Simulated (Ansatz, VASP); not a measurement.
# Si in VASP and in Ansatz

The input INCAR:

```
ALGO = Normal ; EDIFF = 1E-6
ENCUT = 520 ; GGA = PE
ISIF = 2 ; ISMEAR = 0
IVDW = 12 ; LASPH = T
LCHARG = F ; LREAL = F
LWAVE = F ; NBANDS = 8
NELM = 60 ; PREC = Accurate
SIGMA = 0.15
```

KPOINTS

```
k-points
0
Gamma
  28 28 28
```

The input POSCAR:

```
Si
1.0
    0.0000000000      1.8054944207      1.9955464649
    1.8054944207      0.0000000000      1.9955464649
    1.8054944207      1.8054944207      0.0000000000
Si
1
Direct
    0.0000000000      0.0000000000      0.0000000000
```

Input for Ansatz:

```yaml
crystal:
  lattice:
    - [0.0, 1.8054944207, 1.9955464649]
    - [1.8054944207, 0.0, 1.9955464649]
    - [1.8054944207, 1.8054944207, 0.0]
  atoms:
    - { symbol: Si, position: [0.0, 0.0, 0.0] }
basis:
  ecutwfc: 420
kpoints:
  mp_grid: { grid: [28, 28, 28] }
hamiltonian:
  xc: pbe
  dispersion: d3bj
scf:
  occupations: { method: gaussian, width: 0.15 }
output:
  forces: true
  stress: true
  eigenvalues: true
```

Change from the starting cell: strain -0.050 along x and y, +0.050 along z, atoms carried along.

Alike in both runs: task single point; functional PBE; dispersion D3(BJ); k mesh 28 × 28 × 28; occupations gaussian, width 0.15 eV; no spin polarisation.

|  | VASP | Ansatz |
| --- | --- | --- |
| version | VASP 6.6.1 | Ansatz 0.2.0 |
| potentials or method | VASP PAW PBE potentials, release 64 (Si) | scalar-relativistic, plane waves, PAW |
| plane-wave cutoff (eV) | 520 | 420 |
| valence electrons in the cell | 4 | 4 |

|  | VASP | Ansatz | Ansatz less VASP |
| --- | --- | --- | --- |
| gap on the k mesh at the Fermi level (eV) | none | none | - |
| pressure (GPa) | 5.6 | 5.7 | +0.07 |
| largest component of the traceless stress (GPa) | 0.46 | 0.47 | +0.016 |

A gap of «none» marks a metal or a gap that the smearing closes.

Caveats: pairwise dispersion overbinds metals, which lowers pressure and volume.
